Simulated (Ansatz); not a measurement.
All numbers below come from DFT PBEsol, scalar-relativistic, plane waves, PAW in Ansatz. Settings: cutoff 420 eV, Γ-centred meshes no coarser than 0.19 Å⁻¹ for metals and 0.3 Å⁻¹ for insulators (2π included), Gaussian smearing.

All energies are static (0 K, no zero-point motion). Larger cells and other orderings weren't all tried, so the list isn't exhaustive. For metals, differences of a few meV/atom aren't resolved. No dispersion correction is applied, so the spacing between layers, chains or molecules is poorly fixed, and with it the volume and density (Cl Cmce, Cl Pm-3n). No run is spin-polarised.

10 distinct structures were compared, and only named types are asked about.

(1) Which is lower for Cl, the iodine or the beta-tungsten (A15) structure, and by how much?

(2) Which is lower for Cl, the simple cubic or the beta-tungsten (A15) structure, and by how much?

(3) Which is lower for Cl, the simple cubic or the iodine structure, and by how much?

## Answers

(1) The iodine structure, by 701 meV/atom. It takes 26.8 Å³/atom against 19.0.

(2) The simple cubic structure, by 125 meV/atom. It takes 21.6 Å³/atom against 19.0.

(3) The iodine structure, by 576 meV/atom. It takes 26.8 Å³/atom against 21.6.